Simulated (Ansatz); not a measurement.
**CuI: stress in a strained cell**

Aim: deform CuI (zz strain of -2 %) and compute stress, forces and field gradients with LAPW, PAW and all-electron datasets made for the crystal.

Method: DFT LDA, scalar-relativistic, in Ansatz 0.2.0.

## (1) Starting point

Symmetry: Cmcm, No. 63, orthorhombic system. The conventional cell has a = 7.466 Å, b = 7.422 Å, c = 4.307 Å, α = 90.00°, β = 90.00°, γ = 90.00°. Cu (site symmetry m2m) has 2 Cu at 2.46 Å and 3 I at 2.58 to 2.59 Å as nearest neighbours. I (site symmetry m2m) is surrounded by 3 Cu at 2.58 to 2.59 Å.

Coordinates:

```
CELL_PARAMETERS angstrom
3.73317 -3.71109 0.00000
3.73317 3.71109 0.00000
0.00000 0.00000 4.30700
ATOMIC_POSITIONS crystal
Cu 0.42044 0.57956 0.75000
Cu 0.57956 0.42044 0.25000
I 0.77004 0.22996 0.75000
I 0.22996 0.77004 0.25000
```

Atoms are numbered in the order of the input: Cu1, Cu2, I3, I4.

## (2) The deformed structure

Space group Cmcm before, Cmcm after.

## (3) All-electron LAPW

Contents of input.yaml:

```yaml
crystal:
  lattice:
    - [3.73316759, -3.71108637, 0.0]
    - [3.73316759, 3.71108637, 0.0]
    - [0.0, 0.0, 4.2208577166]
  atoms:
    - { symbol: Cu, position: [0.42043883, 0.57956117, 0.75] }
    - { symbol: Cu, position: [0.57956117, 0.42043883, 0.25] }
    - { symbol: I, position: [0.77004268, 0.22995732, 0.75] }
    - { symbol: I, position: [0.22995732, 0.77004268, 0.25] }
kpoints:
  mp_grid: { grid: [5, 5, 6] }
  band_path:
    path:
      - [0.0, 0.0, 0.0]
      - [0.5, 0.5, 0.0]
      - [0.4970513089, 0.5029486911, 0.0]
      - [-0.4970513089, 0.4970513089, 0.0]
      - [0.0, 0.0, 0.0]
      - [0.0, 0.0, 0.5]
      - [-0.4970513089, 0.4970513089, 0.5]
      - [0.4970513089, 0.5029486911, 0.5]
      - [0.5, 0.5, 0.5]
    npoints: 5
scf:
  occupations: { method: fermi_dirac, width: 0.02 }
hamiltonian:
  xc: lda
  pseudopotentials: { kind: all_electron, lapw: { basis_error: 0.0005 } }
output:
  forces: true
  stress: true
  eigenvalues: true
```

Run with:

```console
ansatz run input.yaml --threads 1 --pin off --max-ram 6144MiB --backend cpu --events-out ev --progress --plain --runs-dir out
```

## (4) PAW on the default files

Contents of input.yaml:

```yaml
crystal:
  lattice:
    - [3.73316759, -3.71108637, 0.0]
    - [3.73316759, 3.71108637, 0.0]
    - [0.0, 0.0, 4.2208577166]
  atoms:
    - { symbol: Cu, position: [0.42043883, 0.57956117, 0.75] }
    - { symbol: Cu, position: [0.57956117, 0.42043883, 0.25] }
    - { symbol: I, position: [0.77004268, 0.22995732, 0.75] }
    - { symbol: I, position: [0.22995732, 0.77004268, 0.25] }
kpoints:
  mp_grid: { grid: [5, 5, 6] }
scf:
  occupations: { method: fermi_dirac, width: 0.02 }
hamiltonian:
  xc: lda
  pseudopotentials: { kind: paw }
output:
  forces: true
  stress: true
  eigenvalues: true
  efg: { contact_densities: true }
```

## (5) All-electron PAW on datasets made for the crystal

input.yaml: that of step 4 with these lines changed.

```diff
@@ -16,3 +16,3 @@
   xc: lda
-  pseudopotentials: { kind: paw }
+  pseudopotentials: { kind: all_electron, datasets: crystal }
 output:
```

(Steps that only read results are left out.)

Q: Predict the outcome of this session. Wanted: pressure; largest shear or deviatoric stress.

The runs gave:

```
                                 quantity                                              value
                                 pressure  LAPW -1.86, PAW -1.87, crystal datasets -1.87 GPa
largest shear or deviatoric stress (LAPW)                                           0.84 GPa
```

In words: The largest part of the stress beyond the pressure is 0.84 GPa in size, in the xx component; the atoms are carried along and not relaxed. No run of the undeformed cell stands beside it, so the pressure holds what the given cell had before the change. PAW: stress within 0.01 GPa of LAPW, forces within 1 meV/Å. Crystal datasets: stress within 0.01 GPa of LAPW, forces within 1 meV/Å. Spin-orbit coupling is left out, though the cell holds I; in elements this heavy it can shift bands and gaps by tenths of an eV.

These are semilocal Kohn-Sham gaps, which aren't the measured quantity. Such gaps usually fall short of the measured ones; spin-orbit coupling, left out here, narrows gaps with I, so the two errors partly cancel.
